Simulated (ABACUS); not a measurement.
Crystal: V.

```
V
1.0
     2.62293    0.00000    0.00000
    -0.87431    2.47292    0.00000
    -0.87431   -1.23646    2.14161
V
1
Direct
  0.00000 0.00000 0.00000
```

Below is the output of ABACUS 3.10.1 for this cell. Logs are shortened: lines on timing, memory, paths and dates and some standing lists are left out, and cuts for length are marked.

```text
ABACUS v3.10.1

               Atomic-orbital Based Ab-initio Computation at UStc

 ------------------------------------------------------------------------------------

 READING GENERAL INFORMATION
                           global_out_dir = OUT.V/
                           global_in_card = INPUT
                               pseudo_dir = ./
                              orbital_dir =
                                    DSIZE = 4
                                    GSIZE = 1

 READING UNITCELL INFORMATION
                                    ntype = 1
                  lattice constant (Bohr) = 1.88973
              lattice constant (Angstrom) = 1

 READING ATOM TYPE 1
                               atom label = V
                      L=0, number of zeta = 1
                      L=1, number of zeta = 1
                      L=2, number of zeta = 1
             number of atom for this type = 1
               magnetization of element 1 = 2

                        TOTAL ATOM NUMBER = 1
DIRECT COORDINATES
    atom                   x                   y                   z     mag                  vx                  vy                  vz
taud_V1            0.0000000000        0.0000000000        0.0000000000  2.0000        0.0000000000        0.0000000000        0.0000000000

                          Volume (Bohr^3) = 93.7423
                             Volume (A^3) = 13.8912

 Lattice vectors: (Cartesian coordinate: in unit of a_0)
             +2.62293                  +0                  +0
             -0.87431            +2.47292                  +0
             -0.87431            -1.23646            +2.14161
 Reciprocal vectors: (Cartesian coordinate: in unit of 2 pi/a_0)
            +0.381253           +0.134793           +0.233469
                   -0            +0.40438           +0.233469
                   +0                  -0           +0.466937
 The esolver type has been set to : ksdft_pw
[... 209 lines left out ...]

 Density error is 0.0869659376371
                          Error Threshold = 0.000667676395076
----------------------------------------------------------
     Energy           Rydberg                 eV
----------------------------------------------------------
 E_KohnSham     -147.6659454241      -2009.0982583252
 E_Harris       -149.6641332376      -2036.2849982622
 E_Fermi        1.2523342022         17.0388809499
----------------------------------------------------------
[... 119 lines left out ...]
 Density error is 9.77319530434e-10
                          Error Threshold = 1.58371531777e-10
----------------------------------------------------------
     Energy           Rydberg                 eV
----------------------------------------------------------
 E_KohnSham     -147.6917057948      -2009.4487461490
 E_KS(sigma->0) -147.6911894969      -2009.4417215562
 E_Harris       -147.6917906472      -2009.4499006253
 E_band         -11.1139634393       -151.2132301379
 E_one_elec     -46.5662772372       -633.5667050737
 E_Hartree      29.2805630394        398.3824979839
 E_xc           -22.9462805065       -312.2001627944
 E_Ewald        -107.4586784948      -1462.0503270791
 E_entropy(-TS) -0.0010325957        -0.0140491856
 E_descf        0.0000000000         0.0000000000
 E_exx          0.0000000000         0.0000000000
 E_Fermi        1.1808767656         16.0666526478
----------------------------------------------------------

 charge density convergence is achieved
 final etot is -2009.4487461 eV
 EFERMI = 16.066652648 eV

 STATE ENERGY(eV) AND OCCUPATIONS    NSPIN == 2
SPIN UP :
 1/12 kpoint (Cartesian) = 0.0000 0.0000 0.0000 (1205 pws)
       1       -47.7358     0.00100000
       2       -21.0793     0.00100000
       3       -21.0793     0.00100000
       4       -21.0793     0.00100000
       5        9.56047     0.00100000
       6        16.4540    4.31980e-07
[... 98 lines left out ...]
       5        12.9901     0.00600000
       6        14.9804     0.00600000
[... 10 lines left out ...]
      17        50.1759        0.00000
      18        52.3642        0.00000

[... levels at 18 further k points ...]

------------------------------------------------------------------------------------------
 TOTAL-FORCE (eV/Angstrom)
------------------------------------------------------------------------------------------
                        V1         0.0000000000         0.0000000000         0.0000000000
------------------------------------------------------------------------------------------

----------------------------------------------------------------
 TOTAL-STRESS (KBAR)
----------------------------------------------------------------
       -45.1270751959         0.0000000036         0.0000000063
         0.0000000036       -45.1270751937         0.0000000095
         0.0000000063         0.0000000095       -45.1270751840
----------------------------------------------------------------
 TOTAL-PRESSURE: -45.127075 KBAR

 --------------------------------------------
 !FINAL_ETOT_IS -2009.4487461490111855 eV
 --------------------------------------------
```

**Question.** What input gives this log?

**Answer.** Single point with B86bPBE, collinear spin, ferromagnetic start. The files as run (others can give the same):

run_abacus.py
```python
"""ABACUS run from a structure file: ASE reads it, the script writes STRU, KPT and INPUT."""
import re
import subprocess
from ase.io import read
from ase.units import Bohr

atoms = read("V.cif")
atoms = atoms[(-atoms.numbers).argsort(kind="stable")]  # ABACUS lists atoms element by element
pseudo = {'V': 'V.upf'}
orbital = {}
magmoms = [2.0]
kmesh = [10, 10, 10]
params = {
    'suffix': 'V',
    'calculation': 'scf',
    'basis_type': 'pw',
    'pseudo_dir': './',
    'symmetry': 1,
    'dft_functional': 'GGA_X_B86_MGC+GGA_C_PBE',
    'ecutwfc': 84,
    'pseudo_rcut': 10,
    'nspin': 2,
    'nbands': 18,
    'ks_solver': 'dav',
    'smearing_method': 'fd',
    'smearing_sigma': 0.00367493,
    'scf_thr': 1e-08,
    'scf_nmax': 100,
    'mixing_type': 'broyden',
    'mixing_beta': 0.4,
    'cal_force': 1,
    'cal_stress': 1,
    'out_chg': 1,
    'kpar': 4,
}

symbols = atoms.get_chemical_symbols()
elements = list(dict.fromkeys(symbols))
lines = ["ATOMIC_SPECIES"] + [f"{e} {atoms.get_masses()[symbols.index(e)]:.4f} {pseudo[e]}" for e in elements]
if orbital:
    lines += ["", "NUMERICAL_ORBITAL"] + [orbital[e] for e in elements]
lines += ["", "LATTICE_CONSTANT", f"{1 / Bohr:.10f}", "", "LATTICE_VECTORS"]
lines += [" ".join(f"{x:.10f}" for x in v) for v in atoms.cell]
lines += ["", "ATOMIC_POSITIONS", "Direct"]
for e in elements:
    lines += ["", e, "0.0", str(symbols.count(e))]
    for i, p in enumerate(atoms.get_scaled_positions(wrap=False)):
        if symbols[i] == e:
            mag = "" if magmoms is None else " mag " + " ".join(str(x) for x in (magmoms[i] if isinstance(magmoms[i], list) else [magmoms[i]]))
            lines.append(" ".join(f"{x:.10f}" for x in p) + " 1 1 1" + mag)
open("STRU", "w").write("\n".join(lines) + "\n")
open("KPT", "w").write("K_POINTS\n0\nGamma\n%d %d %d 0 0 0\n" % tuple(kmesh))
open("INPUT", "w").write("INPUT_PARAMETERS\n" + "".join(f"{k:<20s}{v}\n" for k, v in params.items()))

done = subprocess.run(['mpirun', '-np', '4', 'abacus'])
if done.returncode:
    raise SystemExit(done.returncode)
log = open("OUT.V/running_scf.log").read()
print("final energy (eV):", re.findall(r"FINAL_ETOT_IS (\S+)", log))
```

V.cif
```cif
data_V
_cell_length_a 2.62293114
_cell_length_b 2.62293114
_cell_length_c 2.62293114
_cell_angle_alpha 109.47122063
_cell_angle_beta 109.47122063
_cell_angle_gamma 109.47122063
_space_group_name_H-M_alt 'P1'
_space_group_name_Hall 'P 1'
_space_group_IT_number 1
loop_
_space_group_symop_operation_xyz
'x,y,z'
loop_
_atom_site_label
_atom_site_type_symbol
_atom_site_symmetry_multiplicity
_atom_site_Wyckoff_symbol
_atom_site_fract_x
_atom_site_fract_y
_atom_site_fract_z
_atom_site_occupancy
V1 V 1 a 0.0000000000 0.0000000000 0.0000000000 1
```

Potentials or basis: PseudoDojo NC SR 0.4.1 PBE standard, plane waves.
The run is started by
```console
$ OMP_NUM_THREADS=1 python run_abacus.py > log
```
